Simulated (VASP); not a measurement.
# AlN: G0W0 on PBE, by volume over the given one and cell

AlN, Fm-3m (no. 225), 2 atoms in the cell. PBE, GW; PAW potentials Al_GW, N_GW (PBE set).

| Volume over the given one | Cell | Quasiparticle gap on the mesh (eV) | Gap of the starting point on the mesh (eV) | Quasiparticle gap at the zone centre (eV) | Starting gap at the zone centre (eV) | Correction of the gap between the band edges on the mesh (eV) | Time (s) |
|---|---|---|---|---|---|---|---|
| 0.94 | scale = 0.94 | 6.59 | 4.99 | 8.15 | 6.30 | 1.61 | 28 |
| 0.97 | scale = 0.97 | 6.32 | 4.67 | 7.62 | 5.83 | 1.64 | 30 |
| 1 | as given | 5.96 | 4.38 | 7.11 | 5.39 | 1.58 | 30 |
| 1.03 | scale = 1.03 | 5.63 | 4.10 | 6.63 | 4.98 | 1.52 | 30 |

Limits: the mesh is coarse: the screening isn't converged, and the gap may still move by about 0.1 eV.

## Input of the first row

INCAR.step1:
```
PREC = Accurate
ENCUT = 500
ISMEAR = 0
SIGMA = 0.05
LASPH = T
LREAL = F
GGA = PE
ALGO = Normal
EDIFF = 1E-8
NELM = 150
LWAVE = T
LCHARG = F
KPAR = 4
```

INCAR.step2, as INCAR.step1 but for:
```
- ALGO = Normal
- NELM = 150
+ ALGO = Exact
+ NELM = 1
+ ISTART = 1
+ NBANDS = 104
+ LOPTICS = T
```

INCAR.step3:
```
PREC = Accurate
ENCUT = 500
ISMEAR = 0
SIGMA = 0.05
LASPH = T
LREAL = F
GGA = PE
ALGO = EVGW0
NBANDS = 104
NBANDSGW = 8
ENCUTGW = 200
NOMEGA = 48
PRECFOCK = Fast
ISTART = 1
LWAVE = F
LCHARG = F
NELMGW = 1
KPAR = 4
```

KPOINTS:
```
k-points
0
Gamma
  4 4 4
```

POSCAR:
```
AlN
1.0
    0.0000000000      1.9929855707      1.9929855707
    1.9929855707      0.0000000000      1.9929855707
    1.9929855707      1.9929855707      0.0000000000
Al N
1 1
Direct
    0.5000000000      0.5000000000      0.5000000000
    0.0000000000      0.0000000000      0.0000000000
```

Commands (each step's output is kept before the next begins):
```
cat potpaw_PBE.64/Al_GW/POTCAR potpaw_PBE.64/N_GW/POTCAR > POTCAR
cp INCAR.step1 INCAR
mpirun -np 4 vasp_std > vasp.out
cp INCAR.step2 INCAR
mpirun -np 4 vasp_std > vasp.out
cp INCAR.step3 INCAR
mpirun -np 4 vasp_std > vasp.out
```

VASP 6.6.1 took 28 s on 4 cores (AMD EPYC 9R14 (Zen 4)), a shared host.
